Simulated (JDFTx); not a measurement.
# NaCl (Fm-3m) in JDFTx: reference runs

How does NaCl come out in PBE? The cell is run as given and disturbed.

Everything below comes from runs of JDFTx 1.7.0 (patched build). Logs are shortened: lines on timing, memory, paths and dates and some standing lists are left out, and cuts for length are marked. The log counts tension as positive stress, the text compression.

## (1) Starting point

Symmetry: Fm-3m, No. 225, cubic system. Conventional cell: a = 5.588 Å, b = 5.588 Å, c = 5.588 Å, α = 90.00°, β = 90.00°, γ = 90.00°. Cl (site symmetry m-3m) has 6 Na at 2.79 Å as nearest neighbours. Around Na (site symmetry m-3m) lie 6 Cl at 2.79 Å.

The cell is a database's computed one.

## (2) Single point, PBE

NaCl.in

```
lattice \
    0.0000000000     5.2800142563     5.2800142563 \
    5.2800142563     0.0000000000     5.2800142563 \
    5.2800142563     5.2800142563     0.0000000000
coords-type Lattice
ion Cl     0.5000000000     0.5000000000     0.5000000000 1
ion Na     0.0000000000     0.0000000000     0.0000000000 1

ion-species pseudo/Cl.upf
ion-species pseudo/Na.upf
elec-cutoff 44 352
elec-ex-corr gga-PBE
kpoint-folding 8 8 8
elec-smearing Fermi 0.0018374661
elec-n-bands 14
electronic-SCF nIterations 100 energyDiffThreshold 1e-09
electronic-minimize nIterations 30 energyDiffThreshold 1e-7
converge-empty-states yes
forces-output-coords Cartesian

dump-name run.$VAR
dump End Ecomponents EigStats BandEigs Kpoints Forces Stress
```

Potentials or basis: PseudoDojo-SR-PBE-0.5-standard.

The run is started by

```
jdftx -c 1 -i NaCl.in -o NaCl.out
```

Log:

```text
*************** JDFTx 1.7.0 (patched build) ***************

Input parsed successfully to the following command list (including defaults):
[... the input with its defaults ...]

---------- Setting up symmetries ----------

Found 48 point-group symmetries of the bravais lattice
Found 48 space-group symmetries with basis
Applied RMS atom displacement 0 bohrs to make symmetries exact.

---------- Initializing the Grid ----------
R =
[            0      5.28001      5.28001  ]
[      5.28001            0      5.28001  ]
[      5.28001      5.28001            0  ]
unit cell volume = 294.398
G =
[  -0.594997   0.594997   0.594997  ]
[   0.594997  -0.594997   0.594997  ]
[   0.594997   0.594997  -0.594997  ]
Minimum fftbox size, Smin = [  64  64  64  ]
Chosen fftbox size, S = [  64  64  64  ]

---------- Initializing tighter grid for wavefunction operations ----------
R =
[            0      5.28001      5.28001  ]
[      5.28001            0      5.28001  ]
[      5.28001      5.28001            0  ]
unit cell volume = 294.398
G =
[  -0.594997   0.594997   0.594997  ]
[   0.594997  -0.594997   0.594997  ]
[   0.594997   0.594997  -0.594997  ]
Minimum fftbox size, Smin = [  48  48  48  ]
Chosen fftbox size, S = [  48  48  48  ]

---------- Exchange Correlation functional ----------
Initalized PBE GGA exchange.
Initalized PBE GGA correlation.

---------- Setting up pseudopotentials ----------
Width of ionic core gaussian charges (only for fluid interactions / plotting) set to 0

Reading pseudopotential file 'pseudo/Cl.upf':
  'Cl' pseudopotential, 'PBE' functional
  Generated using ONCVPSP code by D. R. Hamann
  7 valence electrons, 2 orbitals, 6 projectors, 1001 radial grid points, with lMax = 2
    3S    l: 0   occupation:  2.0   eigenvalue: -0.760417
    3P    l: 1   occupation:  5.0   eigenvalue: -0.315867
  Core radius for overlap checks: 1.71 bohrs.

Reading pseudopotential file 'pseudo/Na.upf':
  'Na' pseudopotential, 'PBE' functional
  Generated using ONCVPSP code by D. R. Hamann
  9 valence electrons, 3 orbitals, 4 projectors, 1001 radial grid points, with lMax = 1
    2S    l: 0   occupation:  2.0   eigenvalue: -2.085640
    2P    l: 1   occupation:  6.0   eigenvalue: -1.053708
    3S    l: 0   occupation:  1.0   eigenvalue: -0.100838
  Core radius for overlap checks: 1.48 bohrs.

Initialized 2 species with 2 total atoms.

Folded 1 k-points by 8x8x8 to 512 k-points.

---------- Setting up k-points, bands, fillings ----------
Reduced to 29 k-points under symmetry.
Computing the number of bands and number of electrons
Calculating initial fillings.
nElectrons:  16.000000   nBands: 14   nStates: 29

----- Setting up reduced wavefunction bases (one per k-point) -----
average nbasis = 4105.021 , ideal nbasis = 4104.009

---------- Setting up ewald sum ----------
Optimum gaussian width for ewald sums = 2.398091 bohr.
Real space sum over 1331 unit cells with max indices [  5  5  5  ]
Reciprocal space sum over 2197 terms with max indices [  6  6  6  ]

---------- Allocating electronic variables ----------
Initializing wave functions:  linear combination of atomic orbitals
Note: number of bands (14) exceeds available atomic orbitals (9)
Cl pseudo-atom occupations:   s ( 2 )  p ( 5 )
Na pseudo-atom occupations:   s ( 2 1 )  p ( 6 )
	FillingsUpdate:  mu: +0.209941755  nElectrons: 16.000000
LCAOMinimize: Iter:   0  F: -60.8575553828111140  |grad|_K:  2.314e-03  alpha:  1.000e+00
	FillingsUpdate:  mu: +0.200951591  nElectrons: 16.000000
LCAOMinimize: Iter:   1  F: -60.8675903798321301  |grad|_K:  3.796e-05  alpha:  6.155e-01  linmin: -2.246e-01  cgtest:  8.527e-01
LCAOMinimize: Encountered beta<0, resetting CG.
	FillingsUpdate:  mu: +0.200853030  nElectrons: 16.000000
LCAOMinimize: Iter:   2  F: -60.8675931372911379  |grad|_K:  6.990e-06  alpha:  6.734e-01  linmin: -1.406e-05  cgtest:  2.294e-03
	FillingsUpdate:  mu: +0.200881605  nElectrons: 16.000000
LCAOMinimize: Iter:   3  F: -60.8675932609605610  |grad|_K:  5.137e-07  alpha:  8.902e-01  linmin: -2.083e-03  cgtest:  8.065e-03
	FillingsUpdate:  mu: +0.200881291  nElectrons: 16.000000
LCAOMinimize: Iter:   4  F: -60.8675932616313986  |grad|_K:  1.669e-08  alpha:  8.936e-01  linmin:  1.929e-02  cgtest: -1.176e-01
LCAOMinimize: Converged (|Delta F|<1.000000e-06 for 2 iters).

-------- Electronic minimization -----------
Will mix electronic density at each iteration.
	FillingsUpdate:  mu: +0.200881291  nElectrons: 16.000000
	FillingsUpdate:  mu: +0.189357708  nElectrons: 16.000000
SCF: Cycle:  0   F: -60.879859397884722   dF: -1.227e-02   |Residual|: 5.437e-02   |deigs|: 1.267e-01
	FillingsUpdate:  mu: +0.100000000  nElectrons: 16.000000
SCF: Cycle:  1   F: -60.883545665773035   dF: -3.686e-03   |Residual|: 1.432e-02   |deigs|: 1.380e-02
	FillingsUpdate:  mu: +0.100000000  nElectrons: 16.000000
SCF: Cycle:  2   F: -60.883874640286784   dF: -3.290e-04   |Residual|: 2.633e-03   |deigs|: 4.842e-03
	FillingsUpdate:  mu: +0.100000000  nElectrons: 16.000000
SCF: Cycle:  3   F: -60.883877180325783   dF: -2.540e-06   |Residual|: 5.327e-04   |deigs|: 9.660e-04
	FillingsUpdate:  mu: +0.100000000  nElectrons: 16.000000
SCF: Cycle:  4   F: -60.883877975960772   dF: -7.956e-07   |Residual|: 2.379e-04   |deigs|: 4.968e-04
	FillingsUpdate:  mu: +0.100000000  nElectrons: 16.000000
SCF: Cycle:  5   F: -60.883878202119405   dF: -2.262e-07   |Residual|: 5.682e-05   |deigs|: 4.370e-04
	FillingsUpdate:  mu: +0.100000000  nElectrons: 16.000000
SCF: Cycle:  6   F: -60.883878271654638   dF: -6.954e-08   |Residual|: 2.551e-05   |deigs|: 6.834e-04
	FillingsUpdate:  mu: +0.100000000  nElectrons: 16.000000
SCF: Cycle:  7   F: -60.883878286825393   dF: -1.517e-08   |Residual|: 9.463e-06   |deigs|: 4.858e-04
	FillingsUpdate:  mu: +0.100000000  nElectrons: 16.000000
SCF: Cycle:  8   F: -60.883878293545749   dF: -6.720e-09   |Residual|: 3.530e-06   |deigs|: 7.965e-04
	FillingsUpdate:  mu: +0.100000000  nElectrons: 16.000000
SCF: Cycle:  9   F: -60.883878294626150   dF: -1.080e-09   |Residual|: 1.740e-06   |deigs|: 3.492e-04
	FillingsUpdate:  mu: +0.100000000  nElectrons: 16.000000
SCF: Cycle: 10   F: -60.883878295091591   dF: -4.654e-10   |Residual|: 9.438e-07   |deigs|: 6.557e-04
	FillingsUpdate:  mu: +0.100000000  nElectrons: 16.000000
SCF: Cycle: 11   F: -60.883878295186207   dF: -9.462e-11   |Residual|: 2.921e-07   |deigs|: 2.063e-04
SCF: Converged (|Delta E|<1.000000e-09 for 2 iters).

Setting wave functions to eigenvectors of Hamiltonian
Converging empty states (this may take a while): |deigs|: 1.683e-03

# Stress tensor in Cartesian coordinates [Eh/a0^3]:
[ -5.35185e-05            0            0  ]
[            0 -5.35185e-05            0  ]
[            0            0 -5.35185e-05  ]

# Ionic positions in lattice coordinates:
ion Cl   0.500000000000000   0.500000000000000   0.500000000000000 1
ion Na   0.000000000000000   0.000000000000000   0.000000000000000 1

# Forces in Cartesian coordinates:
force Cl  -0.000000000000000   0.000000000000000  -0.000000000000000 1
force Na  -0.000000000000000   0.000000000000000  -0.000000000000000 1

# Energy components:
   Eewald =      -34.7223689903193460
       EH =       20.5157598574312630
     Eloc =      -57.4969921369996797
      Enl =      -12.6158360791057298
      Exc =      -11.4239861655352950
 Exc_core =        1.3621914956910710
       KE =       33.4973537236515284
-------------------------------------
     Etot =      -60.8838782951862072
       TS =        0.0000000000000010
-------------------------------------
        F =      -60.8838782951862072

IonicMinimize: Iter:   0  F: -60.883878295186207  |grad|_K:  3.925e-42
IonicMinimize: Converged (|grad|_K<1.000000e-04).

#--- Lowdin population analysis ---
# oxidation-state Cl -0.647
# oxidation-state Na +0.683

Dumping 'run.eigStats' ...
	eMin: -1.749113 at state 0 ( [ +0.000000 +0.000000 +0.000000 ] spin 0 )
	HOMO: +0.046795 at state 0 ( [ +0.000000 +0.000000 +0.000000 ] spin 0 )
	mu  : +0.100000
	LUMO: +0.238532 at state 0 ( [ +0.000000 +0.000000 +0.000000 ] spin 0 )
	eMax: +0.641807 at state 22 ( [ +0.125000 +0.250000 +0.500000 ] spin 0 )
	HOMO-LUMO gap: +0.191737
	Optical gap  : +0.191737 at state 0 ( [ +0.000000 +0.000000 +0.000000 ] spin 0 )
Done!
[note: mu as printed may lie anywhere between the filled and the empty levels]
```

It took 84 s on 1 thread of Arm Neoverse V2, shared host; peak memory 0.15 GiB.

Results:

```
Free energy            : -1656.7347 eV
Pressure               : 1.6 GPa
Band gap on the k mesh : 5.22 eV, direct
Loewdin charges        : Cl -0.65; Na +0.68 e
```

## (3) Single point, PBE (atoms moved at random, drawn with an rms of 0.05 Å)

NaCl.in: that of step 2 with these lines changed.

```diff
@@ -5,4 +5,4 @@
 coords-type Lattice
-ion Cl     0.5000000000     0.5000000000     0.5000000000 1
-ion Na     0.0000000000     0.0000000000     0.0000000000 1
+ion Cl     0.4882060000     0.5126430000     0.5019320000 1
+ion Na    -0.0041700000     0.0029950000    -0.0036060000 1
```

Potentials or basis: PseudoDojo-SR-PBE-0.5-standard.

The run is started by

```
jdftx -c 1 -i NaCl.in -o NaCl.out
```

Log:

```text
*************** JDFTx 1.7.0 (patched build) ***************

Input parsed successfully to the following command list (including defaults):
[... the input with its defaults ...]

---------- Setting up symmetries ----------

Found 48 point-group symmetries of the bravais lattice
Found 1 space-group symmetries with basis
Applied RMS atom displacement 0 bohrs to make symmetries exact.

---------- Initializing the Grid ----------
R =
[            0      5.28001      5.28001  ]
[      5.28001            0      5.28001  ]
[      5.28001      5.28001            0  ]
unit cell volume = 294.398
G =
[  -0.594997   0.594997   0.594997  ]
[   0.594997  -0.594997   0.594997  ]
[   0.594997   0.594997  -0.594997  ]
Minimum fftbox size, Smin = [  64  64  64  ]
Chosen fftbox size, S = [  64  64  64  ]

---------- Initializing tighter grid for wavefunction operations ----------
R =
[            0      5.28001      5.28001  ]
[      5.28001            0      5.28001  ]
[      5.28001      5.28001            0  ]
unit cell volume = 294.398
G =
[  -0.594997   0.594997   0.594997  ]
[   0.594997  -0.594997   0.594997  ]
[   0.594997   0.594997  -0.594997  ]
Minimum fftbox size, Smin = [  48  48  48  ]
Chosen fftbox size, S = [  48  48  48  ]

---------- Exchange Correlation functional ----------
Initalized PBE GGA exchange.
Initalized PBE GGA correlation.

---------- Setting up pseudopotentials ----------
Width of ionic core gaussian charges (only for fluid interactions / plotting) set to 0

Reading pseudopotential file 'pseudo/Cl.upf':
  'Cl' pseudopotential, 'PBE' functional
  Generated using ONCVPSP code by D. R. Hamann
  7 valence electrons, 2 orbitals, 6 projectors, 1001 radial grid points, with lMax = 2
    3S    l: 0   occupation:  2.0   eigenvalue: -0.760417
    3P    l: 1   occupation:  5.0   eigenvalue: -0.315867
  Core radius for overlap checks: 1.71 bohrs.

Reading pseudopotential file 'pseudo/Na.upf':
  'Na' pseudopotential, 'PBE' functional
  Generated using ONCVPSP code by D. R. Hamann
  9 valence electrons, 3 orbitals, 4 projectors, 1001 radial grid points, with lMax = 1
    2S    l: 0   occupation:  2.0   eigenvalue: -2.085640
    2P    l: 1   occupation:  6.0   eigenvalue: -1.053708
    3S    l: 0   occupation:  1.0   eigenvalue: -0.100838
  Core radius for overlap checks: 1.48 bohrs.

Initialized 2 species with 2 total atoms.

Folded 1 k-points by 8x8x8 to 512 k-points.

---------- Setting up k-points, bands, fillings ----------
Adding inversion symmetry to k-mesh for non-inversion-symmetric unit cell.
Reduced to 260 k-points under symmetry.
Computing the number of bands and number of electrons
Calculating initial fillings.
nElectrons:  16.000000   nBands: 14   nStates: 260

----- Setting up reduced wavefunction bases (one per k-point) -----
average nbasis = 4105.021 , ideal nbasis = 4104.009

---------- Setting up ewald sum ----------
Optimum gaussian width for ewald sums = 2.398091 bohr.
Real space sum over 1331 unit cells with max indices [  5  5  5  ]
Reciprocal space sum over 2197 terms with max indices [  6  6  6  ]

---------- Allocating electronic variables ----------
Initializing wave functions:  linear combination of atomic orbitals
Note: number of bands (14) exceeds available atomic orbitals (9)
Cl pseudo-atom occupations:   s ( 2 )  p ( 5 )
Na pseudo-atom occupations:   s ( 2 1 )  p ( 6 )
	FillingsUpdate:  mu: +0.210094669  nElectrons: 16.000000
LCAOMinimize: Iter:   0  F: -60.8573399461048723  |grad|_K:  7.701e-04  alpha:  1.000e+00
	FillingsUpdate:  mu: +0.201117931  nElectrons: 16.000000
LCAOMinimize: Iter:   1  F: -60.8673652042854769  |grad|_K:  1.237e-05  alpha:  6.181e-01  linmin: -2.682e-01  cgtest:  8.579e-01
LCAOMinimize: Encountered beta<0, resetting CG.
	FillingsUpdate:  mu: +0.201019816  nElectrons: 16.000000
LCAOMinimize: Iter:   2  F: -60.8673678322420528  |grad|_K:  2.285e-06  alpha:  6.737e-01  linmin:  1.441e-04  cgtest:  3.633e-04
	FillingsUpdate:  mu: +0.201047669  nElectrons: 16.000000
LCAOMinimize: Iter:   3  F: -60.8673679526905147  |grad|_K:  1.401e-07  alpha:  9.049e-01  linmin: -3.133e-03  cgtest:  1.665e-02
	FillingsUpdate:  mu: +0.201047406  nElectrons: 16.000000
LCAOMinimize: Iter:   4  F: -60.8673679531328418  |grad|_K:  4.974e-09  alpha:  8.836e-01  linmin: -2.717e-03  cgtest: -1.028e-02
LCAOMinimize: Converged (|Delta F|<1.000000e-06 for 2 iters).

-------- Electronic minimization -----------
Will mix electronic density at each iteration.
	FillingsUpdate:  mu: +0.201047406  nElectrons: 16.000000
	FillingsUpdate:  mu: +0.189499003  nElectrons: 16.000000
SCF: Cycle:  0   F: -60.879669488270380   dF: -1.230e-02   |Residual|: 5.543e-02   |deigs|: 1.294e-01
	FillingsUpdate:  mu: +0.100000000  nElectrons: 16.000000
SCF: Cycle:  1   F: -60.883480958289468   dF: -3.811e-03   |Residual|: 1.457e-02   |deigs|: 1.464e-02
	FillingsUpdate:  mu: +0.100000000  nElectrons: 16.000000
SCF: Cycle:  2   F: -60.883819130565094   dF: -3.382e-04   |Residual|: 2.551e-03   |deigs|: 5.056e-03
	FillingsUpdate:  mu: +0.100000000  nElectrons: 16.000000
SCF: Cycle:  3   F: -60.883821561366354   dF: -2.431e-06   |Residual|: 4.946e-04   |deigs|: 1.151e-03
	FillingsUpdate:  mu: +0.100000000  nElectrons: 16.000000
SCF: Cycle:  4   F: -60.883822344298075   dF: -7.829e-07   |Residual|: 2.268e-04   |deigs|: 5.322e-04
	FillingsUpdate:  mu: +0.100000000  nElectrons: 16.000000
SCF: Cycle:  5   F: -60.883822584864646   dF: -2.406e-07   |Residual|: 5.678e-05   |deigs|: 3.865e-04
	FillingsUpdate:  mu: +0.100000000  nElectrons: 16.000000
SCF: Cycle:  6   F: -60.883822650715565   dF: -6.585e-08   |Residual|: 2.314e-05   |deigs|: 3.742e-04
	FillingsUpdate:  mu: +0.100000000  nElectrons: 16.000000
SCF: Cycle:  7   F: -60.883822671257334   dF: -2.054e-08   |Residual|: 7.173e-06   |deigs|: 4.118e-04
	FillingsUpdate:  mu: +0.100000000  nElectrons: 16.000000
SCF: Cycle:  8   F: -60.883822677163408   dF: -5.906e-09   |Residual|: 2.983e-06   |deigs|: 4.694e-04
	FillingsUpdate:  mu: +0.100000000  nElectrons: 16.000000
SCF: Cycle:  9   F: -60.883822678977623   dF: -1.814e-09   |Residual|: 1.026e-06   |deigs|: 4.080e-04
	FillingsUpdate:  mu: +0.100000000  nElectrons: 16.000000
SCF: Cycle: 10   F: -60.883822679497399   dF: -5.198e-10   |Residual|: 5.024e-07   |deigs|: 3.274e-04
	FillingsUpdate:  mu: +0.100000000  nElectrons: 16.000000
SCF: Cycle: 11   F: -60.883822679669457   dF: -1.721e-10   |Residual|: 2.081e-07   |deigs|: 2.675e-04
SCF: Converged (|Delta E|<1.000000e-09 for 2 iters).

Setting wave functions to eigenvectors of Hamiltonian
Converging empty states (this may take a while): |deigs|: 1.861e-03

# Stress tensor in Cartesian coordinates [Eh/a0^3]:
[ -5.60839e-05 -8.77075e-08  8.44265e-08  ]
[ -8.77075e-08 -5.33407e-05 -8.76742e-09  ]
[  8.44265e-08 -8.76742e-09 -5.33479e-05  ]

# Ionic positions in lattice coordinates:
ion Cl   0.488206000000000   0.512643000000000   0.501932000000000 1
ion Na  -0.004170000000000   0.002995000000000  -0.003606000000000 1

# Forces in Cartesian coordinates:
force Cl  -0.001311162763930   0.000177508519010  -0.000172393028294 1
force Na   0.001312934732750  -0.000137445050084   0.000176090135553 1

# Energy components:
   Eewald =      -34.7193800307434159
       EH =       20.5188314714833240
     Eloc =      -57.5032597040178644
      Enl =      -12.6158331990874384
      Exc =      -11.4240890369570121
 Exc_core =        1.3621914909624913
       KE =       33.4977163286904513
-------------------------------------
     Etot =      -60.8838226796694570
       TS =        0.0000000000000010
-------------------------------------
        F =      -60.8838226796694570

IonicMinimize: Iter:   0  F: -60.883822679669457  |grad|_K:  7.696e-04
IonicMinimize: None of the convergence criteria satisfied after 0 iterations.

#--- Lowdin population analysis ---
# oxidation-state Cl -0.647
# oxidation-state Na +0.683

Dumping 'run.eigStats' ...
	eMin: -1.749091 at state 0 ( [ +0.000000 +0.000000 +0.000000 ] spin 0 )
	HOMO: +0.046785 at state 0 ( [ +0.000000 +0.000000 +0.000000 ] spin 0 )
	mu  : +0.100000
	LUMO: +0.238530 at state 0 ( [ +0.000000 +0.000000 +0.000000 ] spin 0 )
	eMax: +0.641901 at state 233 ( [ +0.500000 +0.125000 +0.250000 ] spin 0 )
	HOMO-LUMO gap: +0.191745
	Optical gap  : +0.191745 at state 0 ( [ +0.000000 +0.000000 +0.000000 ] spin 0 )
Done!
[note: mu as printed may lie anywhere between the filled and the empty levels]
```

Wall time 12 min (1 thread of Arm Neoverse V2, shared host); peak memory 0.71 GiB.

What came out:

- Free energy: -1656.7332 eV
- Pressure: 1.6 GPa
- Largest force: 0.069 eV/Å
- Band gap on the k mesh: 5.22 eV, direct
- Loewdin charges: Cl -0.65; Na +0.68 e

Forces in eV/Å, atoms in the order of the input:
```
Cl  -0.067  0.009 -0.009
Na   0.068 -0.007  0.009
```

Stress tensor (GPa, compression positive):
```
1.65 0.00 0.00
0.00 1.57 0.00
0.00 0.00 1.57
```

Levels at points of the mesh, in eV from the valence-band top:
```
           k point  band 4  band 5  band 6  band 7  band 8  band 9  band 10  band 11  band 12  band 13
(0.00, 0.00, 0.00)  -20.79  -12.72    0.00    0.00    0.00    5.22    11.08    11.08    11.08    13.19
(0.00, 0.00, 0.50)  -20.80  -12.36   -2.00   -0.28   -0.28    7.31    10.83    10.96    10.99    15.21
(0.00, 0.50, 0.00)  -20.80  -12.36   -2.00   -0.28   -0.28    7.31    10.84    10.96    10.98    15.21
(0.00, 0.50, 0.50)  -20.80  -12.31   -1.73   -0.62   -0.62    7.60     8.04    11.52    15.03    15.03
(0.50, 0.00, 0.00)  -20.80  -12.36   -2.00   -0.28   -0.28    7.31    10.83    10.96    10.98    15.21
(0.50, 0.00, 0.50)  -20.80  -12.31   -1.73   -0.62   -0.62    7.60     8.04    11.52    15.02    15.03
(0.50, 0.50, 0.00)  -20.80  -12.31   -1.73   -0.62   -0.62    7.60     8.04    11.52    15.02    15.03
(0.50, 0.50, 0.50)  -20.80  -12.36   -2.00   -0.28   -0.28    7.31    10.83    10.96    10.98    15.21
```
